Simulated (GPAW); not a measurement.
# GaN (P6_3mc) in GPAW: a series of runs, part 2 of 2

GPAW 26.7.0. Earlier steps stand in the parts before.

## Step 3: Dielectric tensor, PBE

Input file run.py:

```python
import numpy as np
from ase.dft.bandgap import bandgap
from ase.io import read, write
from gpaw import GPAW, PW
from gpaw.response.df import DielectricFunction

atoms = read('POSCAR')

calc = GPAW(mode=PW(550),
            xc='PBE',
            kpts={'size': (8, 8, 4), 'gamma': True},
            occupations={'name': 'fermi-dirac', 'width': 0.001},
            nbands=18,
            convergence={'density': 1e-06},
            maxiter=150,
            txt='gpaw.txt')
atoms.calc = calc
energy = atoms.get_potential_energy()
calc.write('gs.gpw')
write('result.traj', atoms)
print(f'Energy: {energy:.6f} eV')
print('Fermi level:', round(calc.get_fermi_level(), 4), 'eV')
print(f'Gap: {bandgap(calc)[0]:.4f} eV, direct: {bandgap(calc, direct=True)[0]:.4f} eV')

for size in [(15, 15, 8), (21, 21, 12)]:
    name = 'x'.join(str(n) for n in size)
    dense = calc.fixed_density(kpts={'size': size, 'gamma': True},
                               nbands=46, convergence={'bands': 40},
                               update_fermi_level=True, txt=f'dense-{name}.txt')
    dense.write(f'{name}.gpw', mode='all')
    df = DielectricFunction(f'{name}.gpw', frequencies=np.array([0.0]), hilbert=False, eta=0.001,
                            ecut=80, nbands=40, intraband=False, txt=f'df-{name}.txt')
    for xc in ['RPA', 'LR0.2', 'LR0.1']:
        for direction in ['x', 'y', 'z', [0, 1, 1], [1, 0, 1], [1, 1, 0]]:
            e0, e = df.get_macroscopic_dielectric_constant(xc=xc, direction=direction)
            print(f'{name} {xc} {direction}: {e0:.4f} without, {e:.4f} with local fields')
```

Input file POSCAR:

```
GaN
1.0
    3.1800000000      0.0000000000      0.0000000000
   -1.5900000000      2.7539607840      0.0000000000
    0.0000000000      0.0000000000      5.1660000000
Ga N
2 2
Direct
    0.6666666667      0.3333333333      0.5000000000
    0.3333333333      0.6666666667      0.0000000000
    0.6666666667      0.3333333333      0.8750000000
    0.3333333333      0.6666666667      0.3750000000
```

Potentials or basis: GPAW PAW data sets (gpaw-data 1.2.1), pw.

Run with:

```console
> OMP_NUM_THREADS=1 python run.py
```

gpaw.txt:

```text
__  _  _
 | _ |_)|_||  |
 |__||  | ||/\| - 26.7.0

Input parameters:
  mode=PW(ecut=550.0),
  convergence={'density': 1e-06},
  kpts=MonkhorstPack(size=(8, 8, 4), gamma=True),
  maxiter=150,
  nbands=18,
  occupations=Occupations(name='fermi-dirac', width=0.001),
  xc=XC(name='PBE')

Diagonalizing LCAO Hamiltonian
Converting LCAO to pw mode

           N

           Ga
        N

        Ga

Atoms  # Å, Bohr magnetons
|   | symbol |         x |        y |        z |    initial magnetic moments |
|---|--------|-----------|----------|----------|-----------------------------|
| 0 |     Ga |  1.590000 | 0.917987 | 2.583000 | ( 0.0000,  0.0000,  0.0000) |
| 1 |     Ga | -0.000000 | 1.835974 | 0.000000 | ( 0.0000,  0.0000,  0.0000) |
| 2 |      N |  1.590000 | 0.917987 | 4.520250 | ( 0.0000,  0.0000,  0.0000) |
| 3 |      N | -0.000000 | 1.835974 | 1.937250 | ( 0.0000,  0.0000,  0.0000) |

Unit cell  # Å
| periodic |         x |        y |        z |  lengths |     angles |
|----------|-----------|----------|----------|----------|------------|
|      yes |  3.180000 | 0.000000 | 0.000000 | 3.180000 |  90.000000 |
|      yes | -1.590000 | 2.753961 | 0.000000 | 3.180000 |  90.000000 |
|      yes |  0.000000 | 0.000000 | 5.166000 | 5.166000 | 120.000000 |

Number of symmetries: 6
Symmetry operations  # r_c * U_cc + t_c -> r_c
|   | kind |            matrix            |
|---|------|------------------------------|
[... 105 lines left out ...]
  MSR1-Mixer
  Pratt-step length: 0.05
  Maximum mixing coefficient: 0.75
  Old densities: 10
  SVD Regularization: 0.005
  Good broyden scale: 1.0
  Trust region scale: 1.0
  Backstep threshold: 4.0
  History deletion threshold: 6.0
  Fourier metric: weight=20.0, sigma=0.015

occupation numbers:
  Fermi-Dirac:
    width: 0.0010  # eV

poisson solver:
  ecut: 4400.0  # eV

xc functional:
  name: PBE with 2 nearest neighbor stencil

convergence criteria:
- Maximum integral of absolute [dens]ity change: 1e-06 electrons / valence electron
- Maximum [total energy] change in last 3 cyles: 0.0005 eV / valence electron
- Maximum integral of absolute [eigenst]ate change: 4e-08 eV^2 / valence electron
maximum number of iterations: 150

SCF iterations
|iter     | |      energy | eigst |  dens |
|---------|-|-------------|-------|-------|
|iter:   1| |  -26.976112 | -0.32 |       |
|iter:   2| |  -26.050862 | -1.88 | -0.57 |
|iter:   3| |  -23.506266 | -0.55 | -0.62 |
|iter:   4| |  -23.502220 | -2.99 | -1.31 |
|iter:   5| |  -23.502810c| -3.49 | -1.58 |
|iter:   6| |  -23.502841c| -5.41 | -2.87 |
|iter:   7| |  -23.502863c| -6.19 | -3.19 |
|iter:   8| |  -23.502863c| -7.37 | -4.12 |
|iter:   9| |  -23.502863c| -7.50c| -4.49 |
|iter:  10| |  -23.502863c| -8.07c| -4.98 |
|iter:  11| |  -23.502863c| -9.24c| -5.69 |
|iter:  12| |  -23.502863c| -9.95c| -6.11c|

Converged in 12 steps
Energy contributions relative to reference atoms: (reference = -108732.786066)

Energy contributions:
  Kinetic:          67.782490
  Coulomb:         -58.321447
  Zero:              0.055939
  External:          0.000000
  Xc:              -33.019844
  Entropy:          -0.000000
  Spinorbit:         0.000000
  ----------------------------
  Free energy:     -23.502863
  Extrapolated:    -23.502863

dipole moment: (-0.000023, -0.000040, -11.573284)  # |e|*Ang

Fermi level: 6.615
Eigenvalues  # (at kpt = [0.000, 0.000, 0.000])
| band index |      eig [eV] | occ [0-2] |
|------------|---------------|-----------|
|          0 |        -9.471 |     2.000 |
|          1 |        -7.098 |     2.000 |
|          2 |        -0.528 |     2.000 |
|          3 |         5.533 |     2.000 |
|          4 |         5.533 |     2.000 |
|          5 |         6.513 |     2.000 |
[... 8 lines left out ...]
|         14 |        18.424 |     0.000 |
|         15 |        18.424 |     0.000 |
|        ... |               |           |
|         17 |        21.836 |     0.000 |

Gap: 2.021 eV
Transition (v -> c):
  (s=0, k=0, n=7, [0.00, 0.00, 0.00]) -> (s=0, k=0, n=8, [0.00, 0.00, 0.00])
No difference between direct/indirect transitions
# Writing to gs.gpw (mode='')
```

df-15x15x8.txt:

```text
FrequencyGridDescriptor(from 0.000 to 0.000 eV, 1 points)
FrequencyGridDescriptor(from 0.000 to 0.000 eV, 1 points)

Calculating chi0 body with:
    Ground state adapter containing:
    Number of spins: 1
    Number of kpoints: 1800
    Number of irreducible kpoints: 192
    Number of completely occupied states: 8
    Number of partially occupied states: 8

    Linear response parametrization:
    q_c: [0.0, 0.0, 0.0]
    Number of frequency points: 1
[... 34 lines left out ...]

Integral kind: response function wings

Finished calculating chi0

Calculating LR kernel with alpha = 0.2
Calculating LR kernel with alpha = 0.2
Calculating LR kernel with alpha = 0.2
Calculating LR kernel with alpha = 0.2
Calculating LR kernel with alpha = 0.2
Calculating LR kernel with alpha = 0.2
Calculating LR kernel with alpha = 0.1
Calculating LR kernel with alpha = 0.1
Calculating LR kernel with alpha = 0.1
Calculating LR kernel with alpha = 0.1
Calculating LR kernel with alpha = 0.1
Calculating LR kernel with alpha = 0.1
```

It took 16 min on 1 thread of Arm Neoverse V1, shared host; peak memory 1.2 GiB.

What came out:

```
Free energy                             : -23.5029 eV
Band gap on the k mesh                  : 2.02 eV, direct
Electronic dielectric tensor (diagonal) : 5.39, 5.39, 5.49
```

Electronic dielectric tensor:
```
5.39 0.00 0.00
0.00 5.39 0.00
0.00 0.00 5.49
```

Caveat: the long-wavelength limit can be off by a per cent or two; an odd mesh through Γ misses points on the zone boundary, where band edges often lie.

## Step 4: One-shot levels on a semilocal density, r2SCAN

Input file run.py:

```python
import numpy as np
from ase.dft.bandgap import bandgap
from ase.io import read, write
from ase.units import Ha
from gpaw import GPAW, PW
from gpaw.hybrids.energy import non_self_consistent_energy
from gpaw.new.pw.nschse import non_self_consistent_matrix_elements

atoms = read('POSCAR')

calc = GPAW(mode=PW(550),
            xc='MGGA_X_R2SCAN+MGGA_C_R2SCAN',
            kpts={'size': (6, 6, 3), 'gamma': True},
            occupations={'name': 'fermi-dirac', 'width': 0.001},
            nbands=18,
            convergence={'density': 1e-06, 'bands': 16},
            maxiter=150,
            txt='gpaw.txt')
atoms.calc = calc
energy = atoms.get_potential_energy()
calc.write('gs.gpw')
write('result.traj', atoms)
print(f'Energy: {energy:.6f} eV')
print('Fermi level:', round(calc.get_fermi_level(), 4), 'eV')
print(f'Gap: {bandgap(calc)[0]:.4f} eV, direct: {bandgap(calc, direct=True)[0]:.4f} eV')

calc.write('wfs.gpw', mode='all')
eps = calc.eigenvalues()
free = calc.get_potential_energy(force_consistent=True)
semilocal_x = free + calc.get_xc_difference('MGGA_X_R2SCAN')  # without correlation
exact_x = non_self_consistent_energy(calc, 'EXX').sum()
h_x = non_self_consistent_matrix_elements(GPAW('wfs.gpw').dft, 'MGGA_X_R2SCAN')
h_exx = non_self_consistent_matrix_elements(GPAW('wfs.gpw').dft, 'EXX')
shift = np.einsum('sknn->skn', h_exx - h_x).real * Ha
np.savetxt('shift.dat', shift[..., :16].reshape((-1, 16)), fmt='%.4f')
occupied = eps < calc.get_fermi_level()
for name, a in {'r2SCAN0': 0.25, 'r2SCANh': 0.1, 'r2SCAN50': 0.5, 'r2SCAN-EpsX': 0.184}.items():
    levels = (eps + a * shift)[..., :16]
    gap = levels[~occupied[..., :16]].min() - levels[occupied[..., :16]].max()
    print(f'{name}: share {a}, energy {free + a * (exact_x - semilocal_x):.6f} eV, gap {gap:.4f} eV')
```

POSCAR is that of step 3.

Potentials or basis: GPAW PAW data sets (gpaw-data 1.2.1), pw.

Run with:

```console
> OMP_NUM_THREADS=1 python run.py
```

gpaw.txt:

```text
__  _  _
 | _ |_)|_||  |
 |__||  | ||/\| - 26.7.0

Input parameters:
  mode=PW(ecut=550.0),
  convergence={'density': 1e-06, 'bands': 16},
  kpts=MonkhorstPack(size=(6, 6, 3), gamma=True),
  maxiter=150,
  nbands=18,
  occupations=Occupations(name='fermi-dirac', width=0.001),
  xc=XC(name='MGGA_X_R2SCAN+MGGA_C_R2SCAN')

Diagonalizing LCAO Hamiltonian
Converting LCAO to pw mode

           N

           Ga
        N

        Ga

Atoms  # Å, Bohr magnetons
|   | symbol |         x |        y |        z |    initial magnetic moments |
|---|--------|-----------|----------|----------|-----------------------------|
| 0 |     Ga |  1.590000 | 0.917987 | 2.583000 | ( 0.0000,  0.0000,  0.0000) |
| 1 |     Ga | -0.000000 | 1.835974 | 0.000000 | ( 0.0000,  0.0000,  0.0000) |
| 2 |      N |  1.590000 | 0.917987 | 4.520250 | ( 0.0000,  0.0000,  0.0000) |
| 3 |      N | -0.000000 | 1.835974 | 1.937250 | ( 0.0000,  0.0000,  0.0000) |

Unit cell  # Å
| periodic |         x |        y |        z |  lengths |     angles |
|----------|-----------|----------|----------|----------|------------|
|      yes |  3.180000 | 0.000000 | 0.000000 | 3.180000 |  90.000000 |
|      yes | -1.590000 | 2.753961 | 0.000000 | 3.180000 |  90.000000 |
|      yes |  0.000000 | 0.000000 | 5.166000 | 5.166000 | 120.000000 |

Number of symmetries: 6
Symmetry operations  # r_c * U_cc + t_c -> r_c
|   | kind |            matrix            |
|---|------|------------------------------|
| 0 |  σ   |  1, 1, 0,  0,-1, 0,  0, 0, 1 |
| 1 |  E   |  1, 0, 0,  0, 1, 0,  0, 0, 1 |
| 2 |  C3  |  0, 1, 0, -1,-1, 0,  0, 0, 1 |
| 3 |  σ   |  0,-1, 0, -1, 0, 0,  0, 0, 1 |
| 4 |  σ   | -1, 0, 0,  1, 1, 0,  0, 0, 1 |
| 5 |  C3  | -1,-1, 0,  1, 0, 0,  0, 0, 1 |

BZ-sampling:
  Number of BZ points: 108
  Number of IBZ points: 17

  Monkhorst-Pack size: [6, 6, 3]
  Monkhorst-Pack shift: [0.08333333333333333, 0.08333333333333333, 0.0]

K-points  # in reciprocal-cell coordinates
|     |                                coordinates |     weight |
|-----|--------------------------------------------|------------|
|   0 | (  0.00000000,   0.00000000,   0.00000000) | 0.00925926 |
|   1 | (  0.00000000,   0.00000000,   0.33333333) | 0.01851852 |
|   2 | (  0.16666667,   0.00000000,  -0.33333333) | 0.05555556 |
|   3 | (  0.16666667,   0.00000000,   0.00000000) | 0.05555556 |
|   4 | (  0.16666667,   0.00000000,   0.33333333) | 0.05555556 |
|   5 | (  0.33333333,  -0.16666667,   0.00000000) | 0.05555556 |
|   6 | (  0.33333333,  -0.16666667,   0.33333333) | 0.11111111 |
|   7 | (  0.33333333,   0.00000000,  -0.33333333) | 0.05555556 |
|   8 | (  0.33333333,   0.00000000,   0.00000000) | 0.05555556 |
|   9 | (  0.33333333,   0.00000000,   0.33333333) | 0.05555556 |
| ... |                                            |            |
|  16 | (  0.50000000,   0.50000000,   0.33333333) | 0.05555556 |

Plane wave coefficients: 1350
Cutoff: 550.0 eV

Spin-components: 1 (collinear spins)
Bands:           18
Projectors:      20
Spin-degeneracy: 2
Datatype:        complex128

Density:
  Valence electrons: 16.0
  Components: 1
  Grid points: [18 18 28]
  Charge: 0.0  # |e|

Potential:
  Grid points: [18 18 28]

species:
  Ga:
    name:    Gallium
    Z:       31.0
    valence: 3
    core:    28
    charge:  0.0  # [|e|]
    compensation charges:
      type: gauss
      rc: 0.37  # [Å]
      lmax: 2
    cutoffs:
      filter: 2.06  # [Å]
      core: 4.17  # [Å]
    projectors
    | kind |    occ | energy [eV] | rcut [Å] |
    |------|--------|-------------|----------|
    |   4s |  2.000 |      -8.945 |    1.164 |
    |   4p |  1.000 |      -2.580 |    1.164 |
    |    s |        |      18.266 |    1.164 |
    |    p |        |      24.631 |    1.164 |
    |    d |        |       0.000 |    1.164 |

    Using partial waves for Ga as LCAO basis

  N:
    name:    Nitrogen
    Z:       7.0
    valence: 5
    core:    2
    charge:  0.0  # [|e|]
    compensation charges:
      type: gauss
      rc: 0.18  # [Å]
      lmax: 2
    cutoffs:
      filter: 1.11  # [Å]
      core: 0.96  # [Å]
    projectors
    | kind |    occ | energy [eV] | rcut [Å] |
    |------|--------|-------------|----------|
    |   2s |  2.000 |     -18.583 |    0.603 |
    |   2p |  3.000 |      -7.089 |    0.529 |
    |    s |        |       8.629 |    0.603 |
    |    p |        |      20.123 |    0.529 |
    |    d |        |       0.000 |    0.577 |

    Using partial waves for N as LCAO basis

Reference energy: -108732.786066  # eV

eigensolver:
  PPCG
  Converge bands: 16
  niter=2

density mixing:
  MSR1-Mixer
  Pratt-step length: 0.05
  Maximum mixing coefficient: 0.75
  Old densities: 10
  SVD Regularization: 0.005
  Good broyden scale: 1.0
  Trust region scale: 1.0
  Backstep threshold: 4.0
  History deletion threshold: 6.0
  Fourier metric: weight=20.0, sigma=0.015

occupation numbers:
  Fermi-Dirac:
    width: 0.0010  # eV

poisson solver:
  ecut: 4400.0  # eV

xc functional:
  name: MGGA_X_R2SCAN+MGGA_C_R2SCAN with 2 nearest neighbor stencil

convergence criteria:
- Maximum integral of absolute [dens]ity change: 1e-06 electrons / valence electron
- Maximum [total energy] change in last 3 cyles: 0.0005 eV / valence electron
- Maximum integral of absolute [eigenst]ate change: 4e-08 eV^2 / valence electron
maximum number of iterations: 150

SCF iterations
|iter     | |      energy | eigst |  dens |
|---------|-|-------------|-------|-------|
|iter:   1| |  -47.218343 | +0.95 |       |
|iter:   2| |  -42.315356 | -0.19 | -0.59 |
|iter:   3| |  -40.620170 | -0.10 | -0.63 |
|iter:   4| |  -40.626449 | -1.53 | -1.29 |
|iter:   5| |  -40.637384 | -2.58 | -1.55 |
|iter:   6| |  -40.637157 | -4.28 | -2.57 |
|iter:   7| |  -40.637179c| -5.21 | -3.14 |
|iter:   8| |  -40.637177c| -6.07 | -3.79 |
|iter:   9| |  -40.637177c| -7.81c| -4.21 |
|iter:  10| |  -40.637176c| -7.26 | -4.65 |
|iter:  11| |  -40.637176c| -8.52c| -5.84 |
|iter:  12| |  -40.637176c| -9.14c| -6.47c|

Converged in 12 steps
Energy contributions relative to reference atoms: (reference = -108732.786066)

Energy contributions:
  Kinetic:          61.768104
  Coulomb:         -52.116699
  Zero:             -0.015115
  External:          0.000000
  Xc:              -50.273466
  Entropy:          -0.000000
  Spinorbit:         0.000000
  ----------------------------
  Free energy:     -40.637176
  Extrapolated:    -40.637176

dipole moment: (-0.000023, -0.000040, -11.573638)  # |e|*Ang

Fermi level: 6.703
Eigenvalues  # (at kpt = [0.000, 0.000, 0.000])
| band index |      eig [eV] | occ [0-2] |
|------------|---------------|-----------|
|          0 |       -10.571 |     2.000 |
|          1 |        -8.225 |     2.000 |
|          2 |        -0.948 |     2.000 |
|          3 |         5.197 |     2.000 |
|          4 |         5.197 |     2.000 |
|          5 |         6.213 |     2.000 |
[... 8 lines left out ...]
|         14 |        18.852 |     0.000 |
|         15 |        18.852 |     0.000 |
|        ... |               |           |
|         17 |        22.114 |     0.000 |

Gap: 2.485 eV
Transition (v -> c):
  (s=0, k=0, n=7, [0.00, 0.00, 0.00]) -> (s=0, k=0, n=8, [0.00, 0.00, 0.00])
No difference between direct/indirect transitions
# Writing to gs.gpw (mode='')

# Writing to wfs.gpw (mode='all')
```

It took 5.6 min on 1 thread of Arm Neoverse V1, shared host; peak memory 0.36 GiB.

Results:

```
Free energy            : -40.6372 eV
Band gap on the k mesh : 2.49 eV, direct
```

Band gaps from one-shot exact exchange on these states (eV): r2scan0 4.20, r2scanh 3.17, r2scan50 5.91, r2scan_epsx 3.75

Caveat: the k mesh is coarse; energy and the plain gap are those of the semilocal run; the hybrids' values are one shot on its orbitals and mesh.

## Step 5: How close it comes

Step 3. Against the measured gap of GaN, 3.503 eV (direct; quoted in “Studying electronic properties in GaN without electrical contacts using γ-γ vs e−-γ Perturbed Angular Correlations”, 2019, pmc:6823545), the calculated 2.02 eV is off by -1.48 eV. Spin-orbit coupling on Ga is left out. The value is that of PBE on a finite k mesh, which can miss the band edges, without temperature or zero-point motion. Semilocal functionals fall short of measured gaps as a rule.

Step 4. Against the measured gap of GaN, 3.503 eV (direct; quoted in “Studying electronic properties in GaN without electrical contacts using γ-γ vs e−-γ Perturbed Angular Correlations”, 2019, pmc:6823545), the calculated 2.49 eV is off by -1.02 eV. Spin-orbit coupling on Ga is left out. The value is that of r2SCAN, without temperature or zero-point motion.
